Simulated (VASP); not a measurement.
# AlCo (Pm-3m) in VASP: further runs

Runs on AlCo. Level: PBE. Tasks: relaxation of the atoms.

Program: VASP 6.6.1. These are calculated values, not measurements. Logs are shortened: lines on timing, memory, paths and dates and some standing lists are left out, and cuts for length are marked.

### 1 The undisturbed crystal

Symmetry: Pm-3m, No. 221, cubic system. Conventional cell: a = 2.819 Å, b = 2.819 Å, c = 2.819 Å, α = 90.00°, β = 90.00°, γ = 90.00°. Around Al (site symmetry m-3m) lie 8 Co at 2.44 Å. Around Co (site symmetry m-3m) lie 8 Al at 2.44 Å.

The cell is a database's computed one.

### 2 Relaxation of the atoms, PBE (a relaxed cell with its volume scaled by 1.04)

Contents of INCAR:

```
PREC = Accurate ; ENCUT = 600
EDIFF = 1E-7 ; ISMEAR = 1
SIGMA = 0.1 ; LREAL = False
LASPH = True ; NELM = 80
ALGO = Normal ; ISIF = 2
LWAVE = False ; LCHARG = False
GGA = PE ; IBRION = 2
NSW = 40 ; EDIFFG = -0.01
```

Contents of KPOINTS:

```
Automatic mesh
0
Gamma
  14 14 14
```

Contents of POSCAR:

```
AlCo                                    
1.0
    2.8885968454      0.0000000000      0.0000000000
    0.0000000000      2.8885968454      0.0000000000
    0.0000000000      0.0000000000      2.8885968454
  Al              Co            
     1     1
Direct
     0.0000000000000000    0.0000000000000000    0.0000000000000000
     0.5000000000000000    0.5000000000000000    0.5000000000000000
```

Potentials or basis: VASP PAW PBE potentials, release 64 (Al, Co).

Launch:

```sh
$ cat potpaw_PBE.64/Al/POTCAR potpaw_PBE.64/Co/POTCAR > POTCAR
$ mpirun -np 1 vasp_std > vasp.out
```

OUTCAR:

```text
PREC = Accurate
   ENCUT = 600
   EDIFF = 1E-7
   ISMEAR = 1
   LREAL = False
   LASPH = True
   NELM = 80
   ISIF = 2
   GGA = PE
   IBRION = 2
   NSW = 40
   EDIFFG = -0.01

 ion  position               nearest neighbor table
   1  0.000  0.000  0.000-   2 2.50   2 2.50   2 2.50   2 2.50   2 2.50   2 2.50   2 2.50   2 2.50

   2  0.500  0.500  0.500-   1 2.50   1 2.50   1 2.50   1 2.50   1 2.50   1 2.50   1 2.50   1 2.50

  LATTYP: Found a simple cubic cell.
 ALAT       =     2.8885968454

  Lattice vectors:

 A1 = (   2.8885968454,   0.0000000000,   0.0000000000)
 A2 = (   0.0000000000,   2.8885968454,   0.0000000000)
 A3 = (   0.0000000000,   0.0000000000,   2.8885968454)

Analysis of symmetry for initial positions (statically):
=====================================================================
 Subroutine PRICEL returns:
 Original cell was already a primitive cell.

 Routine SETGRP: Setting up the symmetry group for a
 simple cubic supercell.

 Subroutine GETGRP returns: Found 48 space group operations
 (whereof 48 operations were pure point group operations)
 out of a pool of 48 trial point group operations.

The static configuration has the point symmetry O_h .

Analysis of symmetry for dynamics (positions and initial velocities):
=====================================================================
 Subroutine PRICEL returns:
 Original cell was already a primitive cell.

 Routine SETGRP: Setting up the symmetry group for a
 simple cubic supercell.

 Subroutine GETGRP returns: Found 48 space group operations
 (whereof 48 operations were pure point group operations)
 out of a pool of 48 trial point group operations.

The dynamic configuration has the point symmetry O_h .

 Subroutine INISYM returns: Found 48 space group operations
 (whereof 48 operations are pure point group operations),
 and found     1 'primitive' translations

----------------------------------------------------------------------------------------

                                     Primitive cell

  volume of cell :      24.1024

  direct lattice vectors                    reciprocal lattice vectors
     2.888596845  0.000000000  0.000000000     0.346188843  0.000000000  0.000000000
     0.000000000  2.888596845  0.000000000     0.000000000  0.346188843  0.000000000
     0.000000000  0.000000000  2.888596845     0.000000000  0.000000000  0.346188843

  length of vectors
     2.888596845  2.888596845  2.888596845     0.346188843  0.346188843  0.346188843

[... 91 lines left out ...]
   NELECT =      12.0000    total number of electrons
   NUPDOWN=      -1.0000    fix difference up-down
   EMIN   =  10.00;   EMAX   =-10.00  energy-range for DOS
   EFERMI =   0.00;   METHOD = LEGACY
   ISMEAR =     1;   SIGMA  =   0.10  broadening in eV -4-tet -1-fermi 0-gaus
   EFERMI_NEDOS =   21; number of points for ismear=-14 and -15
   IALGO  =     38    algorithm
   IMIX   =      4    mixing-type and parameters
     AMIX     =   0.40;   BMIX     =  1.00
     AMIX_MAG =   1.60;   BMIX_MAG =  1.00
  volume/ion in A,a.u.               =      12.05        81.33
  Fermi-wavevector in a.u.,A,eV,Ry     =   1.297523  2.451962 22.906296  1.683565
  Thomas-Fermi vector in A             =   2.428910
   LORBIT       =      0    0 simple, 1 ext, 2 COOP (PROOUT), +10 PAW based schemes
   GGA     = PE    functional components
   LHFCALC =     F    Hartree Fock is set to
   AEXX    =    0.0000 exact exchange contribution
   IVDW    =     0    specifies the selected vdW correction
   LEPSILON=     F    determine dielectric tensor
   LRPA    =     F    only Hartree local field effects (RPA)
 conjugate gradient relaxation of ions
 non-spin polarized calculation
 Methfessel and Paxton  Order N= 1 SIGMA  =   0.10
  energy-cutoff  :      600.00
  volume of cell :       24.10
 maximum number of plane-waves:       840
 NGX is ok and might be reduce to    24
   NGX = 11   NGY = 11   NGZ = 11

 number of electron      12.0000003 magnetization

 Free energy of the ion-electron system (eV)
  ---------------------------------------------------
  ext. energy  EPLUGINS =         0.00000000
  ---------------------------------------------------
  free energy    TOTEN  =       -11.96995267 eV

  energy without entropy =      -11.97127836  energy(sigma->0) =      -11.97039457

 E-fermi :  10.0756     XC(G=0): -12.0704

 val. band max:       10.0443245743   @ k =   0.5000   0.3571   0.0714
 cond. band min:      10.1121059823   @ k =   0.5000   0.2857   0.0000
 fundamental gap:      0.0677814080
 Fermi energy:        10.0756301360

 k-point     1 :       0.0000    0.0000    0.0000
  band No.  band energies     occupation
      1      -0.7604      2.00000
      2       7.2608      2.00000
      3       7.2608      2.00000
      4       9.2468      2.00000
      5       9.2468      2.00000
      6       9.2468      2.00000
      7      15.8081      0.00000
      8      15.8081      0.00000
      9      15.8081      0.00000
     10      18.6131      0.00000
[... 287 lines left out ...]
 k-point    24 :       0.3571    0.2143    0.0000
  band No.  band energies     occupation
      1       2.2561      2.00000
      2       6.1349      2.00000
      3       7.6669      2.00000
      4       8.3027      2.00000
      5       8.6240      2.00000
      6       9.0218      2.00000
      7      10.6563     -0.00000
      8      14.3281      0.00000
      9      18.2483      0.00000
     10      19.5381      0.00000

 [... further k-points ...]

------------------------ aborting loop because EDIFF is reached ----------------------------------------

  FORCE on cell =-STRESS in cart. coord.  units (eV):
  Direction    XX          YY          ZZ          XY          YZ          ZX
  --------------------------------------------------------------------------------------
  -------------------------------------------------------------------------------------
  Total       -0.9709935     -0.9709935     -0.9709935     -0.0000000     -0.0000000      0.0000000
  in kB      -64.5455176    -64.5455176    -64.5455176     -0.0000000     -0.0000000      0.0000000
  external PRESSURE =     -64.5455176 kB  Pullay stress =       0.0000000 kB

 VOLUME and BASIS-vectors are now :
 -----------------------------------------------------------------------------
  energy-cutoff  :      600.00
  volume of cell :       24.10
      direct lattice vectors                 reciprocal lattice vectors
     2.888596845  0.000000000  0.000000000     0.346188843  0.000000000  0.000000000
     0.000000000  2.888596845  0.000000000     0.000000000  0.346188843  0.000000000
     0.000000000  0.000000000  2.888596845     0.000000000  0.000000000  0.346188843

 POSITION                                       TOTAL-FORCE (eV/Angst)
 -----------------------------------------------------------------------------------
      0.00000      0.00000      0.00000         0.000000      0.000000      0.000000
      1.44430      1.44430      1.44430         0.000000      0.000000      0.000000
 -----------------------------------------------------------------------------------
    total drift:                                0.000000      0.000000     -0.000000

  FREE ENERGIE OF THE ION-ELECTRON SYSTEM (eV)
  ---------------------------------------------------
  free  energy   TOTEN  =       -11.9699526703 eV

  energy  without entropy=      -11.9712783583  energy(sigma->0) =      -11.97039457

 reached required accuracy - stopping structural energy minimisation
```

CONTCAR:

```text
AlCo
   1.00000000000000
     2.8885968453999999    0.0000000000000000    0.0000000000000000
     0.0000000000000000    2.8885968453999999    0.0000000000000000
     0.0000000000000000    0.0000000000000000    2.8885968453999999
  Al              Co
     1     1
Direct
     0.0000000000000000    0.0000000000000000    0.0000000000000000
     0.5000000000000000    0.5000000000000000    0.5000000000000000

  0.00000000E+00  0.00000000E+00  0.00000000E+00
  0.00000000E+00  0.00000000E+00  0.00000000E+00
```

Run time: 8 s. Hardware: 1 thread of Intel Xeon 6975P-C (Granite Rapids), shared host; peak memory 0.17 GiB.

Results:

```
Free energy             : -11.9700 eV
Pressure after relaxing : -6.5 GPa
Band gap on the k mesh  : none (metal or under the smearing width)
```

Final structure:
```
Al Co
1.0
     2.88860    0.00000    0.00000
     0.00000    2.88860    0.00000
     0.00000    0.00000    2.88860
Al Co
1 1
Direct
  0.00000 0.00000 0.00000
  0.50000 0.50000 0.50000
```

Levels at points of the mesh, in eV from the Fermi level:
```tsv
k point	band 2	band 3	band 4	band 5	band 6	band 7	band 8	band 9	band 10
(0.00, 0.00, 0.00)	-2.81	-2.81	-0.83	-0.83	-0.83	5.73	5.73	5.73	8.54
(0.50, 0.00, 0.00)	-6.45	-2.26	-1.66	-1.66	-0.72	0.12	8.31	10.35	10.35
(0.50, 0.50, 0.00)	-2.93	-2.63	-2.63	-1.45	-1.45	-0.26	2.27	3.18	12.25
(0.50, 0.50, 0.50)	-3.79	-3.79	-0.23	-0.23	2.35	2.35	2.35	3.71	5.07
```

Caveat: the relaxation stopped at its first step, so nothing moved.

### 3 Relaxation of the atoms, PBE (a relaxed cell with its volume scaled by 1.06)

INCAR is that of step 2.

KPOINTS is that of step 2.

Contents of POSCAR:

```
AlCo                                    
1.0
    2.9069960475      0.0000000000      0.0000000000
    0.0000000000      2.9069960475      0.0000000000
    0.0000000000      0.0000000000      2.9069960475
  Al              Co            
     1     1
Direct
     0.0000000000000000    0.0000000000000000    0.0000000000000000
     0.5000000000000000    0.5000000000000000    0.5000000000000000
```

Potentials or basis: VASP PAW PBE potentials, release 64 (Al, Co).

Launch:

```sh
$ cat potpaw_PBE.64/Al/POTCAR potpaw_PBE.64/Co/POTCAR > POTCAR
$ mpirun -np 1 vasp_std > vasp.out
```

OUTCAR:

```text
PREC = Accurate
   ENCUT = 600
   EDIFF = 1E-7
   ISMEAR = 1
   LREAL = False
   LASPH = True
   NELM = 80
   ISIF = 2
   GGA = PE
   IBRION = 2
   NSW = 40
   EDIFFG = -0.01

 ion  position               nearest neighbor table
   1  0.000  0.000  0.000-   2 2.52   2 2.52   2 2.52   2 2.52   2 2.52   2 2.52   2 2.52   2 2.52

   2  0.500  0.500  0.500-   1 2.52   1 2.52   1 2.52   1 2.52   1 2.52   1 2.52   1 2.52   1 2.52

  LATTYP: Found a simple cubic cell.
 ALAT       =     2.9069960475

  Lattice vectors:

 A1 = (   2.9069960475,   0.0000000000,   0.0000000000)
 A2 = (   0.0000000000,   2.9069960475,   0.0000000000)
 A3 = (   0.0000000000,   0.0000000000,   2.9069960475)

Analysis of symmetry for initial positions (statically):
=====================================================================
 Subroutine PRICEL returns:
 Original cell was already a primitive cell.

 Routine SETGRP: Setting up the symmetry group for a
 simple cubic supercell.

 Subroutine GETGRP returns: Found 48 space group operations
 (whereof 48 operations were pure point group operations)
 out of a pool of 48 trial point group operations.

The static configuration has the point symmetry O_h .

Analysis of symmetry for dynamics (positions and initial velocities):
=====================================================================
 Subroutine PRICEL returns:
 Original cell was already a primitive cell.

 Routine SETGRP: Setting up the symmetry group for a
 simple cubic supercell.

 Subroutine GETGRP returns: Found 48 space group operations
 (whereof 48 operations were pure point group operations)
 out of a pool of 48 trial point group operations.

The dynamic configuration has the point symmetry O_h .

 Subroutine INISYM returns: Found 48 space group operations
 (whereof 48 operations are pure point group operations),
 and found     1 'primitive' translations

----------------------------------------------------------------------------------------
[... 122 lines left out ...]
   LEPSILON=     F    determine dielectric tensor
   LRPA    =     F    only Hartree local field effects (RPA)
 conjugate gradient relaxation of ions
 non-spin polarized calculation
 Methfessel and Paxton  Order N= 1 SIGMA  =   0.10
  energy-cutoff  :      600.00
  volume of cell :       24.57
 maximum number of plane-waves:       840
 NGX is ok and might be reduce to    24
   NGX = 11   NGY = 11   NGZ = 11

 number of electron      12.0000008 magnetization

 Free energy of the ion-electron system (eV)
  ---------------------------------------------------
  ext. energy  EPLUGINS =         0.00000000
  ---------------------------------------------------
  free energy    TOTEN  =       -11.94732765 eV

  energy without entropy =      -11.94872236  energy(sigma->0) =      -11.94779255

 E-fermi :   9.8282     XC(G=0): -11.9797

 val. band max:        9.7969289447   @ k =   0.5000   0.3571   0.0714
 cond. band min:       9.8619049693   @ k =   0.5000   0.2857   0.0000
 fundamental gap:      0.0649760245
 Fermi energy:         9.8282423756

 k-point     1 :       0.0000    0.0000    0.0000
  band No.  band energies     occupation
      1      -0.8785      2.00000
      2       7.0960      2.00000
      3       7.0960      2.00000
      4       9.0230      2.00000
      5       9.0230      2.00000
      6       9.0230      2.00000
      7      15.4722      0.00000
      8      15.4722      0.00000
      9      15.4722      0.00000
     10      18.2928      0.00000
[... 287 lines left out ...]
 k-point    24 :       0.3571    0.2143    0.0000
  band No.  band energies     occupation
      1       2.1005      2.00000
      2       5.9591      2.00000
      3       7.4850      2.00000
      4       8.1038      2.00000
      5       8.4165      2.00000
      6       8.8049      2.00000
      7      10.3909     -0.00000
      8      14.0012      0.00000
      9      17.9131      0.00000
     10      19.1497      0.00000

 [... further k-points ...]

------------------------ aborting loop because EDIFF is reached ----------------------------------------

  FORCE on cell =-STRESS in cart. coord.  units (eV):
  Direction    XX          YY          ZZ          XY          YZ          ZX
  --------------------------------------------------------------------------------------
  -------------------------------------------------------------------------------------
  Total       -1.4115692     -1.4115692     -1.4115692      0.0000000      0.0000000     -0.0000000
  in kB      -92.0617907    -92.0617907    -92.0617907      0.0000000      0.0000000     -0.0000000
  external PRESSURE =     -92.0617907 kB  Pullay stress =       0.0000000 kB

 VOLUME and BASIS-vectors are now :
 -----------------------------------------------------------------------------
  energy-cutoff  :      600.00
  volume of cell :       24.57
      direct lattice vectors                 reciprocal lattice vectors
     2.906996047  0.000000000  0.000000000     0.343997716  0.000000000  0.000000000
     0.000000000  2.906996047  0.000000000     0.000000000  0.343997716  0.000000000
     0.000000000  0.000000000  2.906996047     0.000000000  0.000000000  0.343997716

 POSITION                                       TOTAL-FORCE (eV/Angst)
 -----------------------------------------------------------------------------------
      0.00000      0.00000      0.00000         0.000000      0.000000      0.000000
      1.45350      1.45350      1.45350         0.000000      0.000000      0.000000
 -----------------------------------------------------------------------------------
    total drift:                                0.000000      0.000000     -0.000000

  FREE ENERGIE OF THE ION-ELECTRON SYSTEM (eV)
  ---------------------------------------------------
  free  energy   TOTEN  =       -11.9473276486 eV

  energy  without entropy=      -11.9487223608  energy(sigma->0) =      -11.94779255

 reached required accuracy - stopping structural energy minimisation
```

Run time: 8.2 s. Hardware: 1 thread of Intel Xeon 6975P-C (Granite Rapids), shared host; peak memory 0.17 GiB.

Results:

```
Free energy             : -11.9473 eV
Pressure after relaxing : -9.2 GPa
Band gap on the k mesh  : none (metal or under the smearing width)
```

Final structure:
```
Al Co
1.0
     2.90700    0.00000    0.00000
     0.00000    2.90700    0.00000
     0.00000    0.00000    2.90700
Al Co
1 1
Cartesian
  0.0000 0.0000 0.0000
  1.4535 1.4535 1.4535
```

Caveat: the relaxation stopped at its first step, so nothing moved. Spin polarisation is off, so any magnetic state and its effect on volume and gap are missing.
